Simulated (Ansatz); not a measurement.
Level of theory: DFT, r²SCAN, scalar-relativistic, no spin polarisation; plane waves to 500 eV with PAW datasets (Ansatz 0.2.0), 8×8×8 k-mesh, Gaussian smearing of 0.05 eV; PAW files: Ansatz's generated set soft_2.

The calculation on XO, where X is one element, gave:

```yaml
Space_group: F-43m (No. 216)
Conventional_cell: a = 5.213 Å, b = 5.213 Å, c = 5.213 Å, α = 90.00°, β = 90.00°, γ = 90.00°
Volume: 17.71 Å³/atom
Band_gap: 3.76 eV
Smallest_direct_gap: 4.38 eV
Bader_charges: X 1.52; O -1.52 e
Formation_energy_from_the_elements_0_K_uncorrected: -2.97 eV/atom
Bulk_modulus_Birch–Murnaghan: 83 GPa
Pressure_derivative_B0′: 4.1
Shear_modulus_Hill: 20 GPa
Young's_modulus: 56 GPa
Poisson's_ratio: 0.39
Elastically_stable: yes
```

Sites: X on 4a, O on 4d.

**Question.** Which element is X?
A. K
B. Sc
C. Ca
D. Ti

**Answer.** C. X is Ca, so the compound is CaO.

This is a trial structure: the heavier alkaline earths' oxides and chalcogenides take the rock-salt structure.

Kohn–Sham gaps of semilocal functionals lie under measured ones, often by a third or more.
